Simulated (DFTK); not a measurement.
# AgCl (Chlorargyrite) (Fm-3m) in DFTK: further runs

One crystal, AgCl (Chlorargyrite), is run at these levels: PBEsol, r2SCAN; tasks: band structure.

All numbers are computed with DFTK 0.8.2; they aren't measurements. Logs are shortened: lines on timing, memory, paths and dates and some standing lists are left out, and cuts for length are marked.

**What was measured.**

From a printed reference work, data compilation, for a bulk crystal of AgCl: band gap 3.249 eV (indirect).

The runs below are set against these values where they give the same quantity.

### Step 1. The structure

It takes space group Fm-3m (No. 225, cubic). The conventional cell has a = 5.470 Å, b = 5.470 Å, c = 5.470 Å, α = 90.00°, β = 90.00°, γ = 90.00°. Around Ag (site symmetry m-3m) lie 6 Cl at 2.73 Å. Cl (site symmetry m-3m) has 6 Ag at 2.73 Å as nearest neighbours.

### Step 2. Band structure, PBEsol

run.jl reads:

```julia
using DFTK
using PseudoPotentialData
using Unitful, UnitfulAtomic
using LinearAlgebra, Printf
include("save.jl")
disable_threading()

lines     = readlines("AgCl.xyz")
cell_ang  = reshape(parse.(Float64, split(match(r"Lattice=\"([^\"]+)\"", lines[2])[1])), 3, 3)
lattice   = austrip(1u"Å") * cell_ang
symbols   = [Symbol(split(l)[1]) for l in lines[3:end]]
positions = [round.(cell_ang \ parse.(Float64, split(l)[2:4]); digits=9) for l in lines[3:end]]
pseudopotentials = PseudoFamily("cp2k.nc.sr.pbe.v0_1.largecore.gth")
elements = Dict(s => ElementPsp(s, pseudopotentials) for s in unique(symbols))
atoms    = [elements[s] for s in symbols]

build_model(lattice, positions; symmetries=true) =
    model_DFT(lattice, atoms, positions;
              functionals=PBEsol(),
              temperature=austrip(0.05u"eV"),
              smearing=Smearing.FermiDirac(),
              symmetries)
Ecut  = 37.0  # hartree
kgrid = [8, 8, 8]
tol   = 1e-6
to_GPa = ustrip(uconvert(u"GPa", 1u"hartree/bohr^3"))

model = build_model(lattice, positions)
basis = PlaneWaveBasis(model; Ecut, kgrid)
display(basis)
scfres = self_consistent_field(basis;
                               tol,
                               nbandsalg=AdaptiveBands(model; n_bands_converge=14))
display(scfres.energies)
@printf "Fermi level: %.6f eV\n" ustrip(auconvert(u"eV", something(scfres.εF, NaN)))
forces = compute_forces_cart(scfres)
println("Forces (eV/Å)")
for (s, f) in zip(symbols, forces)
    @printf "%-3s %12.6f %12.6f %12.6f\n" s ustrip.(auconvert.(u"eV/Å", f))...
end
stress = compute_stresses_cart(scfres)
println("Stress (GPa)")
display(round.(stress * to_GPa; digits=4))
println("Levels at the first k-point (eV): ", round.(ustrip.(auconvert.(u"eV", scfres.eigenvalues[1][1:scfres.n_bands_converge])); digits=4))
save_scf!(scfres; forces, stress)

points = Dict("G" => [0.0, 0.0, 0.0], "K" => [0.375, 0.375, 0.75], "L" => [0.5, 0.5, 0.5], "U" => [0.625, 0.25, 0.625], "W" => [0.5, 0.25, 0.75], "X" => [0.5, 0.0, 0.5])
segments = [("G", "X", 7), ("X", "W", 4), ("W", "K", 3), ("K", "G", 7), ("G", "L", 6), ("L", "U", 4), ("U", "W", 3), ("W", "L", 5), ("L", "K", 4), ("U", "X", 3)]
kcoords = vcat([[points[a] + t * (points[b] - points[a]) for t in range(0, 1, n)] for (a, b, n) in segments]...)
bands = compute_bands(scfres, ExplicitKpoints(kcoords); n_bands=16, tol=1e-5)
for (k, ε) in zip(bands.basis.kpoints, bands.eigenvalues)
    @printf "%d %8.4f %8.4f %8.4f " k.spin k.coordinate...
    println(join([@sprintf("%9.4f", e) for e in ustrip.(auconvert.(u"eV", ε .- scfres.εF))]))
end
results["band_energies"] = rows(bands.eigenvalues); results["band_kpoints"] = rows(kcoords)
```

AgCl.xyz reads:

```xyz
2
Lattice="0.0000000000 2.7350000000 2.7350000000 2.7350000000 0.0000000000 2.7350000000 2.7350000000 2.7350000000 0.0000000000" Properties=species:S:1:pos:R:3 pbc="T T T"
Ag     0.0000000000      0.0000000000      0.0000000000
Cl     2.7350000000      2.7350000000      2.7350000000
```

Potentials or basis: cp2k.nc.sr.pbe.v0_1.largecore.gth (PBE, GTH).

Launch:

```
$ julia --threads=1 run.jl  # save.jl only writes the numbers to a file and isn't shown; printed stress counts tension as positive; times include loading and compiling
```

What it wrote:

```text
PlaneWaveBasis discretization:

    Ecut                 : 37.0 Ha
    fft_size             : (45, 45, 45), 91125 total points
    kgrid                : MonkhorstPack([8, 8, 8])
    num.   red. kpoints  : 512
    num. irred. kpoints  : 29

    Discretized Model(gga_x_pbe_sol+gga_c_pbe_sol, 3D):
        lattice (in Bohr)    : [0         , 5.1684    , 5.1684    ]
                               [5.1684    , 0         , 5.1684    ]
                               [5.1684    , 5.1684    , 0         ]
        unit cell volume     : 276.12 Bohr³

        atoms                : AgCl
        pseudopot. family    : PseudoFamily("cp2k.nc.sr.pbe.v0_1.largecore.gth")

        num. electrons       : 18
        spin polarization    : none
        temperature          : 0.0018375 Ha
        smearing             : DFTK.Smearing.FermiDirac()

        terms                : Kinetic()
                               AtomicLocal()
                               AtomicNonlocal()
                               Ewald(nothing)
                               PspCorrection()
                               Hartree()
                               Xc(gga_x_pbe_sol, gga_c_pbe_sol)
                               Entropy()
n     Energy            log10(ΔE)   log10(Δρ)   Diag   Δtime
---   ---------------   ---------   ---------   ----   ------
  1   -50.85111465541                    0.16    5.2    8.13s
  2   -51.66210342171       -0.09       -0.31    4.0    6.69s
  3   -51.81911391844       -0.80       -0.47    3.8    6.20s
  4   -51.89652882992       -1.11       -0.72    3.2    5.61s
  5   -51.91205960288       -1.81       -0.94    2.2    4.63s
  6   -51.91932071478       -2.14       -1.73    3.0    5.18s
  7   -51.91941081791       -4.05       -1.90    1.9    4.42s
  8   -51.91949507394       -4.07       -2.88    1.2    3.86s
  9   -51.91949712923       -5.69       -2.86    2.0    4.70s
 10   -51.91949771464       -6.23       -3.59    1.0    2.82s
 11   -51.91949774235       -7.56       -3.90    2.6    5.00s
 12   -51.91949775822       -7.80       -4.15    1.0    3.72s
 13   -51.91949776765       -8.03       -4.41    2.0    4.44s
 14   -51.91949776787       -9.66       -4.81    1.6    3.44s
 15   -51.91949776789      -10.61       -5.41    1.8    3.71s
 16   -51.91949776789   +  -11.45       -5.47    2.3    4.76s
 17   -51.91949776790      -10.86       -6.38    1.7    4.21s
Energy breakdown (in Ha):
    Kinetic             38.5368312
    AtomicLocal         -38.7927625
    AtomicNonlocal      -9.3991739
    Ewald               -45.8190757
    PspCorrection       1.4998609
    Hartree             10.6806283
    Xc                  -8.6258054
    Entropy             -0.0000007

    total               -51.919497767903
Fermi level: 5.204073 eV
Forces (eV/Å)
Ag     -0.000000     0.000000     0.000000
Cl      0.000000    -0.000000     0.000000
Stress (GPa)
3×3 StaticArraysCore.SMatrix{3, 3, Float64, 9} with indices SOneTo(3)×SOneTo(3):
  3.4639  -0.0      0.0
  0.0      3.4639  -0.0
 -0.0      0.0      3.4639
Levels at the first k-point (eV): [-10.6607, 2.1299, 2.1299, 2.1299, 2.1581, 2.1581, 2.2845, 2.2845, 2.2845, 5.4585, 15.3491, 15.3491, 15.3491, 16.8615]
1   0.0000   0.0000   0.0000  -15.8648  -3.0741  -3.0741  -3.0741  -3.0460  -3.0460  -2.9196  -2.9196  -2.9196   0.2544  10.1451  10.1451  10.1451  11.6574  12.8577  12.8577
1   0.0833   0.0000   0.0833  -15.8233  -3.9112  -3.3260  -3.3260  -3.0996  -3.0315  -2.6629  -2.6629  -2.3144   0.7774   9.5201   9.8761   9.8761  10.5086  12.5674  13.1785
1   0.1667   0.0000   0.1667  -15.7131  -4.7375  -3.5754  -3.5754  -3.1707  -2.9932  -2.4177  -2.4177  -2.0026   1.9759   8.1997   8.7055   9.5316   9.5316  13.3747  14.2209
1   0.2500   0.0000   0.2500  -15.5712  -5.2562  -3.7281  -3.7281  -3.2667  -2.9398  -2.3112  -2.3112  -1.8932   2.9481   6.7116   8.0773   9.5304   9.5304  13.7003  15.4509
1   0.3333   0.0000   0.3333  -15.4422  -5.4063  -3.7789  -3.7789  -3.3610  -2.8847  -2.3496  -2.3496  -1.9689   2.6382   6.9268   7.6500   9.9531   9.9531  14.1322  15.4927
1   0.4167   0.0000   0.4167  -15.3578  -5.2763  -3.7615  -3.7615  -3.4301  -2.8454  -2.4584  -2.4584  -2.2340   1.9378   7.4043   7.7807  10.6479  10.6479  14.5754  14.6959
[... 38 lines left out ...]
1   0.5625   0.1250   0.5625  -15.3184  -5.1110  -4.2888  -4.0808  -3.1816  -2.5331  -2.4822  -2.3589  -2.3195   2.0599   7.1832   7.9683  10.4273  10.9574  13.7403  14.4295
1   0.5000   0.0000   0.5000  -15.3292  -5.1530  -3.7413  -3.7413  -3.4552  -2.8307  -2.5158  -2.5158  -2.4185   1.6763   7.3246   8.1554  11.0798  11.0798  14.1645  14.1645
```

Run time: 2.2 min. Hardware: 1 thread of Intel Xeon Platinum 8488C (Sapphire Rapids), shared host; peak memory 1.8 GiB.

The run converged, but some of its settings lie outside the range that counts as converged, so its numbers aren't taken as properties of the crystal.

Results:

```
Free energy             : -1412.8015 eV
Band gap on the k mesh  : 0.66 eV, indirect (least direct gap 3.14 eV)
Band gap along the path : 0.66 eV, indirect (least direct gap 2.95 eV)
```

Caveat: the cutoff is short for these potentials, so energies and forces aren't converged, fitted volumes are rough and the log's stress (off by 3 to 10 GPa or more in trials) isn't used; the potentials were made for another functional, which shifts forces and pressure.

### Step 3. Band structure, r2SCAN

run.jl, as its differences from that of step 2:

```diff
@@ -7,9 +7,13 @@
 
-lines     = readlines("AgCl.xyz")
-cell_ang  = reshape(parse.(Float64, split(match(r"Lattice=\"([^\"]+)\"", lines[2])[1])), 3, 3)
-lattice   = austrip(1u"Å") * cell_ang
-symbols   = [Symbol(split(l)[1]) for l in lines[3:end]]
-positions = [round.(cell_ang \ parse.(Float64, split(l)[2:4]); digits=9) for l in lines[3:end]]
-pseudopotentials = PseudoFamily("cp2k.nc.sr.pbe.v0_1.largecore.gth")
-elements = Dict(s => ElementPsp(s, pseudopotentials) for s in unique(symbols))
+lines = readlines("AgCl.cif")
+tag(name) = parse(Float64, split(only(filter(startswith(name), lines)))[2])
+a, b, c = tag.(["_cell_length_a", "_cell_length_b", "_cell_length_c"])
+α, β, γ = deg2rad.(tag.(["_cell_angle_alpha", "_cell_angle_beta", "_cell_angle_gamma"]))
+cx, cy  = cos(β), (cos(α) - cos(β) * cos(γ)) / sin(γ)
+lattice = austrip(1u"Å") * [a b*cos(γ) c*cx; 0 b*sin(γ) c*cy; 0 0 c*sqrt(1 - cx^2 - cy^2)]
+sites     = split.(lines[findlast(startswith("_atom_site_"), lines)+1:end])
+symbols   = [Symbol(s[2]) for s in sites]
+positions = [parse.(Float64, s[5:7]) for s in sites]
+pseudopotentials = Dict(:Ag => "Ag.upf", :Cl => "Cl.upf")
+elements = Dict(s => ElementPsp(s, pseudopotentials; rcut=10.0) for s in unique(symbols))
 atoms    = [elements[s] for s in symbols]
@@ -18,3 +22,3 @@
     model_DFT(lattice, atoms, positions;
-              functionals=PBEsol(),
+              functionals=r2SCAN(),
               temperature=austrip(0.05u"eV"),
@@ -22,4 +26,4 @@
               symmetries)
-Ecut  = 37.0  # hartree
-kgrid = [8, 8, 8]
+Ecut  = 45.0  # hartree
+kgrid = [5, 5, 5]
 tol   = 1e-6
@@ -32,3 +36,3 @@
                                tol,
-                               nbandsalg=AdaptiveBands(model; n_bands_converge=14))
+                               nbandsalg=AdaptiveBands(model; n_bands_converge=18))
 display(scfres.energies)
@@ -49,3 +53,3 @@
 kcoords = vcat([[points[a] + t * (points[b] - points[a]) for t in range(0, 1, n)] for (a, b, n) in segments]...)
-bands = compute_bands(scfres, ExplicitKpoints(kcoords); n_bands=16, tol=1e-5)
+bands = compute_bands(scfres, ExplicitKpoints(kcoords); n_bands=20, tol=1e-5)
 for (k, ε) in zip(bands.basis.kpoints, bands.eigenvalues)
```

AgCl.cif reads:

```cif
data_AgCl
_cell_length_a 3.86787409
_cell_length_b 3.86787409
_cell_length_c 3.86787409
_cell_angle_alpha 60.00000000
_cell_angle_beta 60.00000000
_cell_angle_gamma 60.00000000
_space_group_name_H-M_alt 'P1'
_space_group_name_Hall 'P 1'
_space_group_IT_number 1
loop_
_space_group_symop_operation_xyz
'x,y,z'
loop_
_atom_site_label
_atom_site_type_symbol
_atom_site_symmetry_multiplicity
_atom_site_Wyckoff_symbol
_atom_site_fract_x
_atom_site_fract_y
_atom_site_fract_z
_atom_site_occupancy
Ag1 Ag 1 a 0.0000000000 0.0000000000 0.0000000000 1
Cl1 Cl 1 a 0.5000000000 0.5000000000 0.5000000000 1
```

Potentials or basis: in-house norm-conserving set (r2SCAN, scalar relativistic).

Launch:

```
$ julia --threads=1 run.jl  # save.jl only writes the numbers to a file and isn't shown; printed stress counts tension as positive; times include loading and compiling
```

Wall time 4.7 min (1 thread of Intel Xeon Platinum 8488C (Sapphire Rapids), shared host); peak memory 1.8 GiB.

Results (log left out):

* Free energy: -4536.0543 eV
* Pressure: 2.3 GPa
* Band gap on the k mesh: 1.64 eV, indirect (least direct gap 4.05 eV)
* Band gap along the path: 1.48 eV, indirect (least direct gap 3.72 eV)

Levels at the corners of the path, in eV from the valence-band top:
| point | band 11 | band 12 | band 13 | band 14 | band 15 | band 16 |
| --- | --- | --- | --- | --- | --- | --- |
| Γ | -2.59 | -2.57 | -2.57 | 1.48 | 11.18 | 11.18 |
| X | -2.11 | -2.11 | -1.96 | 2.90 | 8.25 | 9.44 |
| W | -2.11 | -2.06 | -1.23 | 4.82 | 8.37 | 8.37 |
| K | -1.99 | -1.73 | -1.13 | 4.18 | 7.71 | 8.74 |
| Γ | -2.59 | -2.57 | -2.57 | 1.48 | 11.18 | 11.18 |
| L | -1.89 | 0.00 | 0.00 | 4.62 | 7.47 | 8.15 |
| U | -1.99 | -1.73 | -1.13 | 4.18 | 7.71 | 8.74 |
| W | -2.11 | -2.06 | -1.23 | 4.82 | 8.37 | 8.37 |
| L | -1.89 | 0.00 | 0.00 | 4.62 | 7.47 | 8.15 |
| K | -1.99 | -1.73 | -1.13 | 4.18 | 7.71 | 8.74 |
| U | -1.99 | -1.73 | -1.13 | 4.18 | 7.71 | 8.74 |
| X | -2.11 | -2.11 | -1.96 | 2.90 | 8.25 | 9.44 |

Caveat: the program warned that the kinetic-energy density falls under its von Weizsäcker bound, which can give unphysical results; the mesh misses the band edges, which the band path finds closer together.

### Step 4. For comparison

An earlier run on the cell as given: functional PBE; potentials or basis dojo.nc.sr.pbe.v0_4_1.standard.upf (PBE); cutoff 1116 eV; k mesh 8 × 8 × 8; occupations fermi-dirac, width 0.05 eV; no spin polarisation.

* Pressure: 3.8 GPa
* Band gap on the k mesh: 0.91 eV, indirect (least direct gap 3.32 eV)

### Step 5. Comparison with measurements

Step 3. Against the measured gap of AgCl, 3.249 eV (indirect; a printed reference work, data compilation), the calculated 1.48 eV is off by -1.77 eV. So large a miss can be the level of theory's own, or it may mean another phase, state or a wrong row. Spin-orbit coupling on Ag is left out. The value is that of r2SCAN, without temperature or zero-point motion.
